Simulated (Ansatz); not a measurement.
System: wurtzite BeO. Method: PBEsol (PAW; Ansatz, a quantum-chemistry and plane-wave program).

Settings: plane-wave cutoff 520 eV, 18×18×8 k mesh (along the axes of the cell as run), Fermi–Dirac smearing 0.01 eV, scalar-relativistic PAW data made under PBE.

Results at a series of volumes:

| V (Å³/atom) | E − E_lowest (meV/atom) | P (GPa) |
|---|---|---|
| 6.590 | 7.97 | 9.60 |
| 6.727 | 1.93 | 4.57 |
| 6.865 | 0.00 | 0.01 |
| 7.002 | 1.80 | -4.15 |
| 7.139 | 7.00 | -7.92 |

Task: Estimate the bulk modulus from the pressures at 6.727 and 7.002 Å³/atom, and compare it with a fit to all energies.

Result: B = −V dP/dV. Between V = 6.727 and 7.002 Å³/atom, dP/dV = (-4.15 − (4.57))/(7.002 − 6.727) = -31.7 GPa per Å³/atom; at the midpoint 6.864 Å³/atom this gives B ≈ 218 GPa. The third-order Birch–Murnaghan fit gives V0 = 6.865 Å³/atom, B0 = 218 GPa, B′ = 3.7, which lies within 1 % of that estimate.

Shape and atoms are relaxed at each volume.

Measured, for comparison: bulk modulus 212 GPa (room temperature, no zero-point or thermal correction, K' fixed at 4, sources range from 212 to 224; as tabulated in High-pressure and high-temperature crystal chemistry of beryllium oxide (Scilit …). Computed less measured: bulk modulus +2.8 % (inside the range of the sources held). A static lattice is as a rule a little smaller and stiffer than an uncorrected measurement, which can account for part of this in the bulk modulus.

Computing time: very roughly 110 core-seconds.
